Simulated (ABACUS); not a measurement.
Pb:

```xyz
1
Lattice="0.0000 2.4750 2.4750 2.4750 0.0000 2.4750 2.4750 2.4750 0.0000" Properties=species:S:1:pos:R:3 pbc="T T T"
Pb    0.0000    0.0000    0.0000
```

```yaml
Program: ABACUS 3.10.1
Task: relaxation of cell and atoms
Functional: RPBE
Potentials_or_basis: GBRV ultrasoft 1.5 PBE
Cutoff: 544 eV
Density_cutoff: 4354 eV
Basis: plane waves
k_mesh: 7 × 7 × 7
Occupations: fermi-dirac, width 0.05 eV
Spin: no spin polarisation
```

At the start: pressure 4.3 GPa; volume 30.32 Å³/atom.

How do energy, volume and symmetry change on relaxing?

Over 3 steps the energy falls by 38.6 meV/atom and the volume is 33.41 Å³/atom (+10.2 %); space group Fm-3m (No. 225, to 0.05 Å).

The path:
```tsv
step	energy change (eV)	largest force (eV/Å)	pressure (GPa)	volume (Å³)
1	0.0000	0.0000	4.30	30.32
2	-0.0367	0.0000	-0.79	34.18
3	-0.0386	0.0000	0.01	33.41
```

Final structure:
```yaml
crystal:
  lattice:
    - [0.00000, 2.55634, 2.55634]
    - [2.55634, 0.00000, 2.55634]
    - [2.55634, 2.55634, 0.00000]
  atoms:
    - { symbol: Pb, position: [0.00000, 0.00000, 0.00000] }
```

Caveat: the potentials were made for another functional, which shifts forces and pressure; the volume moved by +10 % from the deposited cell, more than functionals usually miss.
